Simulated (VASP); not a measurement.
# Bi (Im-3m) in VASP: density of states with PBE

Aim: the density of states of Bi with PBE.

All numbers are computed with VASP 6.6.1; they aren't measurements. Logs are shortened: lines on timing, memory, paths and dates and some standing lists are left out, and cuts for length are marked.

**1. The crystal as given**

Symmetry: Im-3m, No. 229, cubic system. Conventional cell: a = 3.980 Å, b = 3.980 Å, c = 3.980 Å, α = 90.00°, β = 90.00°, γ = 90.00°. Bi (site symmetry m-3m) has 8 Bi at 3.45 Å as nearest neighbours.

The cell was built by a generator and needn't be a form met in nature.

**2. Density of states, PBE**

Contents of POSCAR:

```
Bi
1.0
   -1.9900880327      1.9900880327      1.9900880327
    1.9900880327     -1.9900880327      1.9900880327
    1.9900880327      1.9900880327     -1.9900880327
Bi
1
Direct
    0.0000000000      0.0000000000      0.0000000000
```

Contents of INCAR.step1:

```
SYSTEM = Bi
PREC = Accurate
ENCUT = 520
EDIFF = 1E-7
ISMEAR = 0
SIGMA = 0.05
LREAL = .FALSE.
LASPH = .TRUE.
NELM = 100
ALGO = Normal
ISIF = 2
LWAVE = .FALSE.
LCHARG = .TRUE.
GGA = PE
NBANDS = 14
```

Contents of KPOINTS.step1:

```
Automatic mesh
0
G
  14 14 14
  0 0 0
```

Contents of INCAR.step2:

```
SYSTEM = Bi
PREC = Accurate
ENCUT = 520
EDIFF = 1E-7
ISMEAR = -5
SIGMA = 0.05
LREAL = .FALSE.
LASPH = .TRUE.
NELM = 100
ALGO = Normal
ISIF = 2
LWAVE = .FALSE.
LCHARG = .FALSE.
GGA = PE
LORBIT = 11
NBANDS = 14
NEDOS = 2001
ICHARG = 11
```

Contents of KPOINTS.step2:

```
Automatic mesh
0
G
  21 21 21
  0 0 0
```

Potentials or basis: VASP PAW PBE potentials, release 64 (Bi_d).

Run with:

```console
> cat potpaw_PBE.64/Bi_d/POTCAR > POTCAR
> cp INCAR.step1 INCAR
> cp KPOINTS.step1 KPOINTS
> mpirun -np 1 vasp_std > vasp.out
> cp INCAR.step2 INCAR
> cp KPOINTS.step2 KPOINTS
> mpirun -np 1 vasp_std > vasp.out
```

OUTCAR:

```text
SYSTEM = Bi
   PREC = Accurate
   ENCUT = 520
   EDIFF = 1E-7
   ISMEAR = -5
   LREAL = .FALSE.
   LASPH = .TRUE.
   NELM = 100
   ISIF = 2
   GGA = PE
   LORBIT = 11
   ICHARG = 11

 ion  position               nearest neighbor table
   1  0.000  0.000  0.000-

  LATTYP: Found a body centered cubic cell.
 ALAT       =     3.9801760654

  Lattice vectors:

 A1 = (  -1.9900880327,   1.9900880327,   1.9900880327)
 A2 = (   1.9900880327,  -1.9900880327,   1.9900880327)
 A3 = (   1.9900880327,   1.9900880327,  -1.9900880327)

Analysis of symmetry for initial positions (statically):
=====================================================================
 Subroutine PRICEL returns:
 Original cell was already a primitive cell.

 Routine SETGRP: Setting up the symmetry group for a
 body centered cubic supercell.

 Subroutine GETGRP returns: Found 48 space group operations
 (whereof 48 operations were pure point group operations)
 out of a pool of 48 trial point group operations.

The static configuration has the point symmetry O_h .

Analysis of symmetry for dynamics (positions and initial velocities):
=====================================================================
 Subroutine PRICEL returns:
 Original cell was already a primitive cell.

 Routine SETGRP: Setting up the symmetry group for a
 body centered cubic supercell.

 Subroutine GETGRP returns: Found 48 space group operations
 (whereof 48 operations were pure point group operations)
 out of a pool of 48 trial point group operations.

The dynamic configuration has the point symmetry O_h .

 Subroutine INISYM returns: Found 48 space group operations
 (whereof 48 operations are pure point group operations),
 and found     1 'primitive' translations

----------------------------------------------------------------------------------------

                                     Primitive cell

  volume of cell :      31.5266

  direct lattice vectors                    reciprocal lattice vectors
    -1.990088033  1.990088033  1.990088033     0.000000000  0.251245167  0.251245167
     1.990088033 -1.990088033  1.990088033     0.251245167  0.000000000  0.251245167
     1.990088033  1.990088033 -1.990088033     0.251245167  0.251245167  0.000000000

  length of vectors
     3.446933584  3.446933584  3.446933584     0.355314323  0.355314323  0.355314323

  position of ions in fractional coordinates (direct lattice)
     0.000000000  0.000000000  0.000000000

  ion indices of the primitive-cell ions
   primitive index   ion index
                 1           1

----------------------------------------------------------------------------------------

 KPOINTS: Automatic mesh

Automatic generation of k-mesh.
 Grid dimensions read from file:
 generate k-points for:   21   21   21

 Generating k-lattice:

  Cartesian coordinates                     Fractional coordinates (reciprocal lattice)
     0.000000000  0.011964056  0.011964056     0.047619048  0.000000000  0.000000000
     0.011964056  0.000000000  0.011964056     0.000000000  0.047619048  0.000000000
     0.011964056  0.011964056  0.000000000     0.000000000  0.000000000  0.047619048

  Length of vectors
     0.016919730  0.016919730  0.016919730

  Shift w.r.t. Gamma in fractional coordinates (k-lattice)
     0.000000000  0.000000000  0.000000000

 TETIRR: Found  10986 inequivalent tetrahedra from    55566

 Subroutine IBZKPT returns following result:
 ===========================================

 Found    286 irreducible k-points:

 Following reciprocal coordinates:
            Coordinates               Weight
  0.000000  0.000000  0.000000      1.000000
  0.047619  0.000000  0.000000     12.000000
  0.095238  0.000000  0.000000     12.000000
  0.142857  0.000000  0.000000     12.000000
  0.190476  0.000000  0.000000     12.000000
  0.238095  0.000000  0.000000     12.000000
[... 16 lines left out ...]
  0.142857  0.095238  0.000000     48.000000
  0.190476  0.095238  0.000000     48.000000
 [... further k-points ...]
   k-points           NKPTS =    286   k-points in BZ     NKDIM =    286   number of bands    NBANDS=     14
   number of dos      NEDOS =   2001   number of ions     NIONS =      1
   total plane-waves  NPLWV =  21952
   dimension x,y,z NGX =    28 NGY =   28 NGZ =   28
   dimension x,y,z NGXF=    56 NGYF=   56 NGZF=   56
   ions per type =               1
   NGX,Y,Z   is equivalent  to a cutoff of  13.50, 13.50, 13.50 a.u.
   NGXF,Y,Z  is equivalent  to a cutoff of  27.01, 27.01, 27.01 a.u.
 SYSTEM =  Bi
   PREC   = accura    normal or accurate (medium, high low for compatibility)
   ISTART =      0    job   : 0-new  1-cont  2-samecut
   ICHARG =     11    charge: 1-file 2-atom 10-const
   ISPIN  =      1    spin polarized calculation?
   LNONCOLLINEAR =      F non collinear calculations
   LSORBIT =      F    spin-orbit coupling
   LASPH  =      T    aspherical Exc in radial PAW
   ENCUT  =  520.0 eV  38.22 Ry    6.18 a.u.   6.41  6.41  6.41*2*pi/ulx,y,z
   NELM   =    100;   NELMIN=  2; NELMDL=  0     # of ELM steps
   EDIFF  = 0.1E-06   stopping-criterion for ELM
   LREAL  =      F    real-space projection
   EDIFFG = 0.1E-05   stopping-criterion for IOM
   NSW    =      0    number of steps for IOM
   IBRION =     -1    ionic relax: 0-MD 1-quasi-New 2-CG
   NFREE  =      0    steps in history (QN), initial steepest desc. (CG)
   ISIF   =      2    stress and relaxation
   ISYM   =      2    0-nonsym 1-usesym 2-fastsym
   POTIM  = 0.5000    time-step for ionic-motion
   TEBEG  =    0.0;   TEEND  =   0.0 temperature during run
   PSTRESS=    0.0 pullay stress
   NELECT =      15.0000    total number of electrons
   NUPDOWN=      -1.0000    fix difference up-down
   EMIN   =  10.00;   EMAX   =-10.00  energy-range for DOS
   EFERMI =   0.00;   METHOD = LEGACY
   ISMEAR =    -5;   SIGMA  =   0.05  broadening in eV -4-tet -1-fermi 0-gaus
   EFERMI_NEDOS =   21; number of points for ismear=-14 and -15
   IALGO  =     38    algorithm
   IMIX   =      4    mixing-type and parameters
     AMIX     =   0.40;   BMIX     =  1.00
     AMIX_MAG =   1.60;   BMIX_MAG =  1.00
  volume/ion in A,a.u.               =      31.53       212.75
  Fermi-wavevector in a.u.,A,eV,Ry     =   1.278045  2.415156 22.223759  1.633400
  Thomas-Fermi vector in A             =   2.410611
   LORBIT       =     11    0 simple, 1 ext, 2 COOP (PROOUT), +10 PAW based schemes
   GGA     = PE    functional components
   LHFCALC =     F    Hartree Fock is set to
   AEXX    =    0.0000 exact exchange contribution
   IVDW    =     0    specifies the selected vdW correction
   LEPSILON=     F    determine dielectric tensor
   LRPA    =     F    only Hartree local field effects (RPA)
 non-spin polarized calculation
 Fermi weights with tetrahedron method with Bloechl corrections
  energy-cutoff  :      520.00
  volume of cell :       31.53
 maximum number of plane-waves:       887
 NGX is ok and might be reduce to    28

 number of electron      14.9999997 magnetization

 Free energy of the ion-electron system (eV)
  ---------------------------------------------------
  ext. energy  EPLUGINS =         0.00000000
  ---------------------------------------------------
  free energy    TOTEN  =        -3.75627880 eV

  energy without entropy =       -3.75627880  energy(sigma->0) =       -3.75627880

 E-fermi :   7.7515     XC(G=0): -10.2322

 val. band max:        7.7663572205   @ k =   0.3333   0.0952   0.0952
 cond. band min:       7.6645794175   @ k =  -0.4286   0.4286   0.2857
 fundamental gap:     -0.1017778030
 Fermi energy:         7.7514583525

 k-point     1 :       0.0000    0.0000    0.0000
  band No.  band energies     occupation
      1     -15.2790      2.00000
      2     -15.2790      2.00000
      3     -15.2790      2.00000
      4     -15.1551      2.00000
      5     -15.1551      2.00000
      6      -5.6773      2.00000
      7      12.7801      0.00000
      8      12.7801      0.00000
      9      12.7801      0.00000
     10      16.7159      0.00000
     11      18.2278      0.00000
     12      18.2278      0.00000
     13      18.2278      0.00000
     14      19.3534      0.00000

 k-point     2 :       0.0476    0.0000    0.0000
  band No.  band energies     occupation
      1     -15.2799      2.00000
      2     -15.2775      2.00000
      3     -15.2746      2.00000
      4     -15.1561      2.00000
      5     -15.1553      2.00000
      6      -5.6366      2.00000
      7      12.2966      0.00000
      8      12.6498      0.00000
      9      12.7439      0.00000
     10      17.0557      0.00000
     11      17.7446      0.00000
     12      17.9405      0.00000
     13      18.1453      0.00000
     14      19.5381      0.00000

 k-point     3 :       0.0952    0.0000    0.0000
  band No.  band energies     occupation
      1     -15.2823      2.00000
      2     -15.2733      2.00000
      3     -15.2618      2.00000
      4     -15.1589      2.00000
      5     -15.1557      2.00000
      6      -5.5148      2.00000
      7      11.2129      0.00000
      8      12.3022      0.00000
      9      12.6367      0.00000
     10      16.7630      0.00000
     11      17.4532      0.00000
     12      18.0012      0.00000
     13      18.0467      0.00000
     14      20.0500      0.00000
[... 324 lines left out ...]
 k-point    23 :       0.1429    0.0952    0.0000
  band No.  band energies     occupation
      1     -15.2856      2.00000
      2     -15.2645      2.00000
      3     -15.2054      2.00000
      4     -15.1693      2.00000
      5     -15.1579      2.00000
      6      -4.9187      2.00000
      7       8.3263      0.02847
      8      10.7884      0.00000
      9      11.8282      0.00000
     10      15.9986      0.00000
     11      16.5989      0.00000
     12      18.0796      0.00000
     13      19.4621      0.00000
     14      20.7807      0.00000

 k-point    24 :       0.1905    0.0952    0.0000
  band No.  band energies     occupation
      1     -15.2903      2.00000
      2     -15.2571      2.00000
      3     -15.1800      2.00000
      4     -15.1724      2.00000
      5     -15.1589      2.00000
      6      -4.5741      2.00000
      7       7.1732      1.99369
      8      10.1573      0.00000
      9      11.5451      0.00000
     10      15.5496      0.00000
     11      16.6653      0.00000
     12      17.9449      0.00000
     13      20.3060      0.00000
     14      21.2355      0.00000

 [... further k-points ...]

------------------------ aborting loop because EDIFF is reached ----------------------------------------

  FORCE on cell =-STRESS in cart. coord.  units (eV):
  Direction    XX          YY          ZZ          XY          YZ          ZX
  --------------------------------------------------------------------------------------
  -------------------------------------------------------------------------------------
  Total        0.1075184      0.1075184      0.1075184      0.0000000      0.0000000      0.0000000
  in kB        5.4640710      5.4640710      5.4640710      0.0000000      0.0000000      0.0000000
  external PRESSURE =       5.4640710 kB  Pullay stress =       0.0000000 kB

 VOLUME and BASIS-vectors are now :
 -----------------------------------------------------------------------------
  energy-cutoff  :      520.00
  volume of cell :       31.53
      direct lattice vectors                 reciprocal lattice vectors
    -1.990088033  1.990088033  1.990088033     0.000000000  0.251245167  0.251245167
     1.990088033 -1.990088033  1.990088033     0.251245167  0.000000000  0.251245167
     1.990088033  1.990088033 -1.990088033     0.251245167  0.251245167  0.000000000

 POSITION                                       TOTAL-FORCE (eV/Angst)
 -----------------------------------------------------------------------------------
      0.00000      0.00000      0.00000        -0.000000     -0.000000      0.000000
 -----------------------------------------------------------------------------------
    total drift:                               -0.000000     -0.000000     -0.000000

  FREE ENERGIE OF THE ION-ELECTRON SYSTEM (eV)
  ---------------------------------------------------
  free  energy   TOTEN  =        -3.7562787990 eV

  energy  without entropy=       -3.7562787990  energy(sigma->0) =       -3.75627880

 total charge

# of ion       s       p       d       tot
------------------------------------------
    1        1.556   1.253   9.918  12.727
```

Run time: 49 s. Hardware: 1 thread of Intel Xeon 6975P-C (Granite Rapids), shared host; peak memory 0.24 GiB.

Results:

* Valence electrons inside the program's atomic spheres: Bi 12.73

States per cell in windows of 0.5 eV (zero at the Fermi level; states under -8 eV left out):
| from (eV) | total | Bi1_p | Bi1_d | Bi1_s |
| --- | --- | --- | --- | --- |
| -8.0 | 0.00 | 0.00 | 0.00 | 0.00 |
| -7.5 | 0.00 | 0.00 | 0.00 | 0.00 |
| -7.0 | 0.00 | 0.00 | 0.00 | 0.00 |
| -6.5 | 0.00 | 0.00 | 0.00 | 0.00 |
| -6.0 | 0.00 | 0.00 | 0.00 | 0.00 |
| -5.5 | 0.00 | 0.00 | 0.00 | 0.00 |
| -5.0 | 0.11 | 0.04 | 0.00 | 0.00 |
| -4.5 | 0.26 | 0.10 | 0.00 | 0.01 |
| -4.0 | 0.46 | 0.18 | 0.00 | 0.01 |
| -3.5 | 0.34 | 0.13 | 0.00 | 0.02 |
| -3.0 | 0.27 | 0.11 | 0.00 | 0.02 |
| -2.5 | 0.28 | 0.11 | 0.00 | 0.02 |
| -2.0 | 0.30 | 0.13 | 0.01 | 0.01 |
| -1.5 | 0.33 | 0.14 | 0.01 | 0.01 |
| -1.0 | 0.33 | 0.15 | 0.01 | 0.01 |
| -0.5 | 0.34 | 0.15 | 0.01 | 0.01 |
| 0.0 | 0.31 | 0.14 | 0.01 | 0.01 |
| 0.5 | 0.35 | 0.17 | 0.01 | 0.01 |
| 1.0 | 0.37 | 0.18 | 0.01 | 0.01 |
| 1.5 | 0.35 | 0.18 | 0.01 | 0.01 |
| 2.0 | 0.36 | 0.19 | 0.01 | 0.01 |
| 2.5 | 0.52 | 0.28 | 0.01 | 0.01 |
| 3.0 | 0.40 | 0.23 | 0.01 | 0.00 |
| 3.5 | 0.20 | 0.11 | 0.01 | 0.00 |
| 4.0 | 0.15 | 0.07 | 0.01 | 0.00 |
| 4.5 | 0.11 | 0.03 | 0.01 | 0.00 |
| 5.0 | 0.09 | 0.00 | 0.01 | 0.00 |
| 5.5 | 0.10 | 0.01 | 0.02 | 0.00 |
| 6.0 | 0.17 | 0.01 | 0.02 | 0.00 |
| 6.5 | 0.29 | 0.02 | 0.04 | 0.01 |
| 7.0 | 0.55 | 0.05 | 0.08 | 0.02 |
| 7.5 | 0.35 | 0.02 | 0.06 | 0.02 |

Caveat: spin-orbit coupling is left out, which moves the levels of the heavy elements; tetrahedron occupations give inexact forces and stress in metals.
